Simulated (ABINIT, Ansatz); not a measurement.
## ZnS (F-43m): from Born charge to LO-TO splitting

Aim: work out the LO frequency and the static dielectric constant of ZnS (F-43m) from one linear-response run, then check them.

Method: DFT LDA, scalar-relativistic, plane waves, PseudoDojo norm-conserving pseudopotentials, in ABINIT 10.8.3.

The database entry behind the starting cell differs from later determinations by our own check (about 0.1 % short), so it need not match the best structure at ambient conditions.

## (1) The relaxed structure

Symmetry: F-43m, No. 216, cubic system. The conventional cell has a = 5.295 Å, b = 5.295 Å, c = 5.295 Å, α = 90.00°, β = 90.00°, γ = 90.00°. Nearest to Zn lie 4 S at 2.29 Å. Nearest to S lie 4 Zn at 2.29 Å. Farther neighbours and most contacts between anions are not listed.

Coordinates:

```xyz
2
Lattice="-2.6476 0.0000 2.6476 0.0000 2.6476 2.6476 -2.6476 2.6476 0.0000" Properties=species:S:1:pos:R:3 pbc="T T T"
Zn   -1.3238    1.3238    1.3238
S     0.0000    0.0000    0.0000
```

This is the cell after its relaxation at this level of theory, not the database cell from which that began.

## (2) What the response run gave

A linear-response run on the relaxed cell, with the response to an electric field; only its zone-centre results are used. Cutoff 51 Ha, k mesh 8×8×8 with shifts.

Numbers of over 12 decimals in the logs are rounded to 6 here.

Log:

```text
[banners, grids, parts of the stress and lines that vanish by symmetry left out]
- input  file    -> dfpt_gamma.abi
- output file    -> dfpt_gamma.abo
- root for input  files -> dfpt_gammai
[...]
DATASET    1 : space group F-4 3 m (#216); Bravais cF (face-center cubic)
[...]
nfft =      110592          nkpt =        1024
[...]
DATASET    2 : space group F-4 3 m (#216); Bravais cF (face-center cubic)
[...]
nfft =      110592          nkpt =        1024
[...]
== DATASET  1 ==================================================================
[...]
cutoff_energies: {ecut:  51.0, pawecutdg:  -1.0, }
[...]
- 16.00000   6.00000  180309                  znucl, zion, pspdat
[...]
Perturbation : derivative vs k along direction   1
[...]
-ETOT  1  -36.104490055970     -3.610E+01 4.797E+00 0.000E+00
 ETOT  2  -36.256473132175     -1.520E-01 7.916E-02 0.000E+00
 ETOT  3  -36.259824735604     -3.352E-03 7.995E-03 0.000E+00
 ETOT  4  -36.259965760750     -1.410E-04 8.905E-04 0.000E+00
 ETOT  5  -36.259975047056     -9.286E-06 7.475E-05 0.000E+00
[...]
At SCF step   24   max residual=  9.99E-21 < tolwfr=  1.00E-20 =>converged.
[...]
Perturbation : derivative vs k along direction   2
[...]
-ETOT  1  -36.104490055562     -3.610E+01 4.797E+00 0.000E+00
[...]
At SCF step   24   max residual=  9.99E-21 < tolwfr=  1.00E-20 =>converged.
[...]
Perturbation : derivative vs k along direction   3
[...]
-ETOT  1  -36.104490055155     -3.610E+01 4.797E+00 0.000E+00
[...]
At SCF step   24   max residual=  9.99E-21 < tolwfr=  1.00E-20 =>converged.
[...]
1        1       0.9569952156   -0.0000000000
     1        2      -0.4784976078    0.0000000000
     1        3      -0.4784976078    0.0000000000
     2        1      -0.4784976078    0.0000000000
     2        2       0.9569952156   -0.0000000000
     2        3       0.4784976078   -0.0000000000
     3        1      -0.4784976078    0.0000000000
     3        2       0.4784976078   -0.0000000000
     3        3       0.9569952156   -0.0000000000
[...]
== DATASET  2 ==================================================================
[...]
cutoff_energies: {ecut:  51.0, pawecutdg:  -1.0, }
[...]
Perturbation : displacement of atom   1   along direction   1
[...]
-ETOT  1   29.523659765835     -2.611E+04 2.367E+01 6.187E+03
[...]
At SCF step   14       vres2   =  1.01E-11 < tolvrs=  1.00E-10 =>converged.
[...]
At SCF step   11       vres2   =  8.04E-12 < tolvrs=  1.00E-10 =>converged.
[...]
-ETOT  1   7.179467     -1.333E+02 1.974E+01 3.525E+04
[...]
ETOT 10  0.691678     -6.946E-11 5.405E-10 2.843E-09
 ETOT 11  0.691678     -9.237E-12 3.852E-11 7.977E-12
 At SCF step   11       vres2   =  7.98E-12 < tolvrs=  1.00E-10 =>converged.
[...]
Dielectric tensor, in cartesian coordinates,
[...]
1    4   1    4         6.2130359835        -0.0000000000
   1    4   2    4        -0.0000000000        -0.0000000000
   1    4   3    4        -0.0000000000        -0.0000000000
   2    4   1    4        -0.0000000000        -0.0000000000
   2    4   2    4         6.2130359835        -0.0000000000
   2    4   3    4         0.0000000000        -0.0000000000
   3    4   1    4        -0.0000000000        -0.0000000000
   3    4   2    4        -0.0000000000        -0.0000000000
   3    4   3    4         6.2130359835        -0.0000000000
  Effective charges, in cartesian coordinates,
[...]
1    1   1    4         1.9056799657         0.0000000000
   2    1   1    4        -0.0000000000         0.0000000000
   3    1   1    4         0.0000000000         0.0000000000
   1    2   1    4        -1.9056567848         0.0000000000
   2    2   1    4         0.0000000000         0.0000000000
[...]
Effective charges, in cartesian coordinates,
[...]
Rigid-atom elastic tensor , in cartesian coordinates,
[...]
Rigid-atom proper piezoelectric tensor, in cartesian coordinates,
[...]
2    4   2    6        -0.0118340103         0.0000000000
   2    4   3    6         0.0000000000         0.0000000000
   3    4   1    5         0.0000000000         0.0000000000
   3    4   2    5        -0.0000000000         0.0000000000
   3    4   3    5        -0.0000000000         0.0000000000
   3    4   1    6         0.0000000000         0.0000000000
   3    4   2    6         0.0000000000         0.0000000000
   3    4   3    6        -0.0118340103         0.0000000000
  Phonon wavevector (reduced coordinates) :  0.00000  0.00000  0.00000
 Phonon energies in Hartree :
[...]
Phonon frequencies in cm-1    :
-  3.277608E+00  3.277608E+00  3.277608E+00  2.918620E+02  2.918620E+02
-  2.918620E+02
  Phonon at Gamma, with non-analyticity in the
[...]
Phonon energies in Hartree :
[...]
Phonon frequencies in cm-1    :
-  3.277608E+00  3.277608E+00  3.277635E+00  2.918620E+02  2.918620E+02
-  3.481356E+02
  Phonon at Gamma, with non-analyticity in the
[...]
Phonon energies in Hartree :
[...]
Phonon frequencies in cm-1    :
-  3.277608E+00  3.277608E+00  3.277635E+00  2.918620E+02  2.918620E+02
-  3.481356E+02
  Phonon at Gamma, with non-analyticity in the
[...]
Phonon energies in Hartree :
[...]
Phonon frequencies in cm-1    :
-  3.277608E+00  3.277608E+00  3.277635E+00  2.918620E+02  2.918620E+02
-  3.481356E+02
[...]
fcart2     0.0000000000E+00  0.0000000000E+00  0.0000000000E+00
           strten2     0.0000000000E+00  0.0000000000E+00  0.0000000000E+00
================================================================================
```

| quantity | value |
| --- | --- |
| cell volume Ω (Å³) | 37.118 |
| mass of Zn (u) | 65.380 |
| mass of S (u) | 32.060 |
| Born charge of Zn, raw (e) | 1.906 |
| Born charge of S, raw (e) | -1.906 |
| ε∞ | 6.213 |
| ω(TO) after the sum rule (cm⁻¹) | 291.9 |

## (3) The calculation

The charges must sum to zero over the cell; taking off their mean, 0.000 e, leaves Z* = 1.906 e on Zn. In the polar mode Zn moves against S, so the reduced mass is μ = 65.38 × 32.06 / 97.44 = 21.512 u.

A longitudinal wave builds up a field that adds to the restoring force: ω(LO)² = ω(TO)² + 4π Z*² / (μ Ω ε∞), in Hartree atomic units. With μ = 39213 electron masses and Ω = 250.48 bohr³ the second term is 7.4784e-07 Ha², or 36023 cm⁻² (1 Ha = 219474.6 cm⁻¹).

So ω(LO) = √(85176 + 36023) = 348.1 cm⁻¹, and by the Lyddane-Sachs-Teller relation ε₀ = ε∞ (ω(LO)/ω(TO))² = 8.84.

## (4) Check against the program

The analysis program adds the same non-analytic term to the full matrix.

Log:

```text
[banners, grids, parts of the stress and lines that vanish by symmetry left out]
-outvars_anaddb: echo values of input variables ----------------------

 Flags :
[...]
Dielectric Tensor and Effective Charges
[...]
Effective charge tensors after
[...]
Phonon wavevector (reduced coordinates) :  0.00000  0.00000  0.00000
 Phonon energies in Hartree :
[...]
Phonon energies in meV     :
-  0.000000E+00  0.000000E+00  0.000000E+00  3.618515E+01  3.618515E+01
-  3.618515E+01
 Phonon frequencies in cm-1    :
-  0.000000E+00  0.000000E+00  0.000000E+00  2.918530E+02  2.918530E+02
-  2.918530E+02
 Phonon frequencies in Thz     :
-  0.000000E+00  0.000000E+00  0.000000E+00  8.749531E+00  8.749531E+00
-  8.749531E+00
 Phonon energies in Kelvin  :
-  0.000000E+00  0.000000E+00  0.000000E+00  4.199113E+02  4.199113E+02
-  4.199113E+02
[...]
-  1  0.00000000E+00  0.00000000E+00  2.37255169E-03
-     0.00000000E+00  0.00000000E+00  0.00000000E+00
-  2  0.00000000E+00  0.00000000E+00  2.37255127E-03
-     0.00000000E+00  0.00000000E+00  0.00000000E+00
[...]
-  1  0.00000000E+00 -2.37255169E-03  0.00000000E+00
-     0.00000000E+00  0.00000000E+00  0.00000000E+00
-  2  0.00000000E+00 -2.37255127E-03  0.00000000E+00
-     0.00000000E+00  0.00000000E+00  0.00000000E+00
[...]
-  1  2.37255169E-03  0.00000000E+00  0.00000000E+00
-     0.00000000E+00  0.00000000E+00  0.00000000E+00
-  2  2.37255127E-03  0.00000000E+00  0.00000000E+00
-     0.00000000E+00  0.00000000E+00  0.00000000E+00
[...]
-  1  0.00000000E+00  0.00000000E+00  1.66143109E-03
-     0.00000000E+00  0.00000000E+00  0.00000000E+00
-  2  0.00000000E+00  0.00000000E+00 -3.38804334E-03
-     0.00000000E+00  0.00000000E+00  0.00000000E+00
[...]
-  1  0.00000000E+00  1.66143108E-03  0.00000000E+00
-     0.00000000E+00  0.00000000E+00  0.00000000E+00
-  2 -1.47755611E-07 -3.38804334E-03  0.00000000E+00
-     0.00000000E+00  0.00000000E+00  0.00000000E+00
[...]
-  1  1.66143108E-03  0.00000000E+00  0.00000000E+00
-     0.00000000E+00  0.00000000E+00  0.00000000E+00
-  2 -3.38804334E-03  1.47756060E-07  0.00000000E+00
-     0.00000000E+00  0.00000000E+00  0.00000000E+00
[...]
-     1          0.000000     0.000000     0.000000     0.000000
-     2          0.000000    -0.000000     0.000000     0.000000
-     3          0.000000     0.000000     0.000000     0.000000
-     4          0.000014     0.000063     2.550063     2.550063
-     5          0.000111     2.550063    -0.000063     2.550063
-     6          2.550063    -0.000111    -0.000014     2.550063
[...]
-   1     Real    0.0000E+00  0.0000E+00  0.0000E+00  0.0000E+00  0.0000E+00  0.0000E+00  0.0000E+00
[...]
-     0.00000000E+00  0.00000000E+00  0.00000000E+00
-  2  0.00000000E+00  0.00000000E+00  2.37255127E-03
-     0.00000000E+00  0.00000000E+00  0.00000000E+00
[...]
Phonon at Gamma, with non-analyticity in the
[...]
Phonon energies in Hartree :
[...]
Phonon energies in meV     :
-  0.000000E+00  0.000000E+00  0.000000E+00  3.618515E+01  3.618515E+01
-  4.316241E+01
 Phonon frequencies in cm-1    :
-  0.000000E+00  0.000000E+00  0.000000E+00  2.918530E+02  2.918530E+02
-  3.481283E+02
 Phonon frequencies in Thz     :
-  0.000000E+00  0.000000E+00  0.000000E+00  8.749531E+00  8.749531E+00
-  1.043662E+01
 Phonon energies in Kelvin  :
-  0.000000E+00  0.000000E+00  0.000000E+00  4.199113E+02  4.199113E+02
-  5.008789E+02
[...]
Phonon at Gamma, with non-analyticity in the
[...]
Phonon energies in Hartree :
[...]
Phonon energies in meV     :
-  0.000000E+00  0.000000E+00  0.000000E+00  3.618515E+01  3.618515E+01
-  4.316241E+01
 Phonon frequencies in cm-1    :
-  0.000000E+00  0.000000E+00  0.000000E+00  2.918530E+02  2.918530E+02
-  3.481283E+02
 Phonon frequencies in Thz     :
-  0.000000E+00  0.000000E+00  0.000000E+00  8.749531E+00  8.749531E+00
-  1.043662E+01
 Phonon energies in Kelvin  :
-  0.000000E+00  0.000000E+00  0.000000E+00  4.199113E+02  4.199113E+02
-  5.008789E+02
[...]
-  1  4.91602431E-07 -2.37255132E-03 -1.20512701E-06
-     0.00000000E+00  0.00000000E+00  0.00000000E+00
-  2  4.91560937E-07 -2.37255094E-03 -1.20516821E-06
-     0.00000000E+00  0.00000000E+00  0.00000000E+00
[...]
-  1  2.37255160E-03  4.91386940E-07  3.70689740E-07
-     0.00000000E+00  0.00000000E+00  0.00000000E+00
-  2  2.37255122E-03  4.91428263E-07  3.70731084E-07
-     0.00000000E+00  0.00000000E+00  0.00000000E+00
[...]
-  1  2.29291779E-04  1.04325980E-03 -1.27255158E-03
-     0.00000000E+00  0.00000000E+00  0.00000000E+00
-  2 -4.67579121E-04 -2.12744871E-03  2.59502783E-03
-     0.00000000E+00  0.00000000E+00  0.00000000E+00
[...]
-  1  1.33703432E-03 -8.67089668E-04 -4.69944656E-04
-     0.00000000E+00  0.00000000E+00  0.00000000E+00
-  2 -2.72652310E-03  1.76819695E-03  9.58326155E-04
-     0.00000000E+00  0.00000000E+00  0.00000000E+00
[...]
Direction                     Dielectric constant
[...]
Elastic Tensor (clamped ion) (unit:10^2GP):
[...]
Elastic Tensor (relaxed ion) (unit:10^2GP):
[...]
Calculation of the tensor related to piezoelectric effetc
[...]
Proper piezoelectric constants (clamped ion) (unit:c/m^2)
[...]
Increase cutoff energy or k-points sampling.
[...]
Proper piezoelectric constants (relaxed ion) (unit:c/m^2)
[...]
-0.00000000      0.14718995     -0.00000000
      0.00000000     -0.00000000      0.14718995
-
```

| quantity | by hand | program |
| --- | --- | --- |
| ω(LO) (cm⁻¹) | 348.1 | 348.1 |
| ε₀ | 8.84 | 8.84 |

## (5) Summary of results

| Quantity | Value |
| --- | --- |
| TO mode | 291.9 cm⁻¹ |
| LO mode | 348.1 cm⁻¹ |
| static dielectric constant | 8.84 |

What this shows: The LO mode of ZnS (F-43m) lies at 348 cm⁻¹, 56 cm⁻¹ above the TO mode; the formula meets the program within 0.1 cm⁻¹, as it must for a cubic crystal with one polar mode. ω(LO)² − ω(TO)² goes with Z*²/ε∞: an error of 5 % in ε∞ would move the LO mode by 2.5 cm⁻¹, and semilocal functionals tend to overestimate ε∞. These are harmonic values at zero temperature, at the volume of this functional, for the structure held cubic; stability elsewhere in the zone is no part of this calculation.

[Host names and launcher messages were left out of these logs when they were recorded.]

[Logs are printed without paths, hosts, clocks, repeated set-up lines and the standing remarks that a program may print on its own settings, such as how far it seeks lower states.]

[Hosts, paths, dates, database ids (printed as entryN), source tags and the programs' standing remarks are cut or masked in the printed files.]
